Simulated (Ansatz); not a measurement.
# CdS, before and after

A trial structure of CdS was built thus: 4-connected net, two elements alternating (P4_2/mnm, No. 136). Its size is a rough estimate.

start:

Space group P4_2/mnm (No. 136). a = 6.746 Å, b = 6.746 Å, c = 4.049 Å, α = 90.00°, β = 90.00°, γ = 90.00°
| atom | site | symmetry | x | y | z |
| --- | --- | --- | --- | --- | --- |
| Cd | 4f | m.2m | 0.6805 | 0.6805 | 0.0000 |
| S | 4g | m.2m | 0.8195 | 0.8195 | 0.5000 |

All numbers below come from DFT PBE, scalar-relativistic, plane waves, PAW in Ansatz 0.2.0. Cutoff 420 eV, Gaussian smearing, Γ-centred meshes. Cell and atoms relax first on a coarse mesh and then on a converged one. In between, the cell is made exact in the group found at 0.06 Å. The steps can't lower the symmetry of their start. No spin polarisation.

end:

Space group P4_2/mnm (No. 136). a = 7.208 Å, b = 7.208 Å, c = 4.212 Å, α = 90.00°, β = 90.00°, γ = 90.00°
| atom | site | symmetry | x | y | z |
| --- | --- | --- | --- | --- | --- |
| Cd | 4f | m.2m | 0.6787 | 0.6787 | 0.0000 |
| S | 4g | m.2m | 0.8175 | 0.8175 | 0.5000 |

The symmetry stays P4_2/mnm (No. 136). The volume per atom grows by 18.8 %, from 23.0 to 27.4 Å³. The shortest distance goes from 2.42 Å (Cd–S) to 2.54 Å (Cd–S). The energy falls by about 0.15 eV/atom (the start's value is from the coarse mesh).

```json
{"Volume per atom": "27.35 Å³", "Density": "4.39 g/cm³", "Energy over the elements": "−0.630 eV/atom", "Gap on the 4×4×6 mesh of the 8-atom cell": "1.20 eV"}
```

The zero of energy is the elements' standard structures at the same level; no fitted shifts are applied. It lies below the elements, which doesn't yet make it stable against other compounds or structures.

The last run used Gaussian smearing of 0.02 eV. Kohn–Sham gaps at this level usually fall short of measured ones. The reference form of S is held partly by dispersion forces, which this level lacks. A later test with randomly moved atoms came back to the same energy, though modes that don't fit the test's cell weren't probed. In all, the 3 runs took 2.6 min on 1 thread of Arm Neoverse V1, on a shared host.
